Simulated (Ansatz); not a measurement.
# MoS₂ at a changed volume — S-33 NMR of the central transition

Cell: a structure deposited in the COD, relaxed with PBE at fixed cell and then changed (volume scaled by 0.94, ions relaxed).

```yaml
crystal:
  lattice:
    - [1.54922, 0.89444, 5.99833]
    - [-1.54922, 0.89444, 5.99833]
    - [0.00000, -1.78888, 5.99833]
  atoms:
    - { symbol: Mo, position: [0.99998, 0.99998, 0.99998] }
    - { symbol: S, position: [0.24552, 0.24552, 0.24552] }
    - { symbol: S, position: [0.42120, 0.42120, 0.42120] }
```

Atom numbers follow the list; atoms alike are taken as one site, whose name carries the number of the first.

The numbers come from a DFT calculation in Ansatz (PBE, plane waves and PAW, scalar-relativistic, collinear spin, 420 eV cutoff, Γ-centred 16×16×16 k-points, Fermi–Dirac smearing 0.02 eV). Start moments as typed (μB): 2 on each Mo, none on the rest.

S-33 has I = 3/2 and Q = -69.40 mb (Pyykkö 2018); at 18.8 T its Larmor frequency is ν₀ = 61.5 MHz. Only the quadrupole interaction is simulated: positions count from each site's isotropic chemical shift, and shift anisotropy, dipolar and J coupling are left out.

Question: Give C_Q, η, the quadrupolar product P_Q = |C_Q|(1 + η²/3)^½, the second-order isotropic shift and the breadth of the pattern (static powder) for each S site.

Answer: 

```json
{"site": "S2", "first shell": "3 Mo at 2.39 Å", "C_Q (MHz)": "8.21", "η": "0.00", "P_Q (MHz)": "8.21", "δ_QIS (ppm)": "-445", "breadth (kHz)": "143"}
{"site": "S3", "first shell": "3 Mo at 2.39 Å", "C_Q (MHz)": "7.72", "η": "0.00", "P_Q (MHz)": "7.72", "δ_QIS (ppm)": "-393", "breadth (kHz)": "126"}
```

δ_QIS = −(ν_Q²/30ν₀²)[I(I+1) − 3/4](1 + η²/3) × 10⁶ ppm with ν_Q = 3|C_Q|/[2I(2I−1)]; it falls as 1/B₀² in ppm, and the breadth as 1/B₀ in kHz.

An axis of threefold or higher order runs through S2 and S3, so V_zz lies along it and η is zero.

Without spin–orbit coupling (the program notes it for Mo) the gradients can shift somewhat, as the gap is small. At this changed cell the PBE pressure is 8 GPa. The start moments die out, and the run ends without spin.
